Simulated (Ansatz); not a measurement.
All numbers below come from DFT PBE, scalar-relativistic, plane waves, PAW in Ansatz 0.2.0. Settings: cutoff 420 eV, Γ-centred meshes spaced at most about 0.3 Å⁻¹, and about 0.25 Å⁻¹ or finer for metals (2π included), Gaussian smearing. No spin polarisation in the final relaxations.

Temperature and zero-point effects are left out. All come from trial cells, and lower structures may exist.

Question: Which of these relaxed structures of B is the lowest in energy?
1. Space group P6_3/mmc (No. 194), hexagonal, a = 2.875 Å, c = 11.879 Å. B on its first site is surrounded by 3 B at 1.78 Å and 3 B at 1.92 Å; B on its second site is surrounded by 1 B at 1.61 Å and 6 B at 1.92–1.95 Å; B on its third site is surrounded by 5 B at 1.61–1.78 Å.
2. Space group P6_122 (No. 178), hexagonal, a = 3.222 Å, c = 4.905 Å. Around B lie 4 B at 1.71–1.75 Å and 4 B at 2.22 Å.

Answer: 2. It has space group P6_122 (No. 178); the next, 1, with space group P6_3/mmc (No. 194), lies 91 meV/atom higher. Counting all near atoms (those within 1.25 times the shortest such distance or 1.15 times the sum of covalent radii; a plus sign parts nearer from farther groups; a slash parts the counts of unlike sites), the lowest has B 4 and the next has B 5/6/1+6.

Cells relaxed within their symmetry can be saddle points. The part of the Crystallography Open Database at hand lists B in space groups No. 58, 134, 166; no cell shown has one of them. Some structure types and database cells were kept out of the candidates from the start, so a known form may be missing.
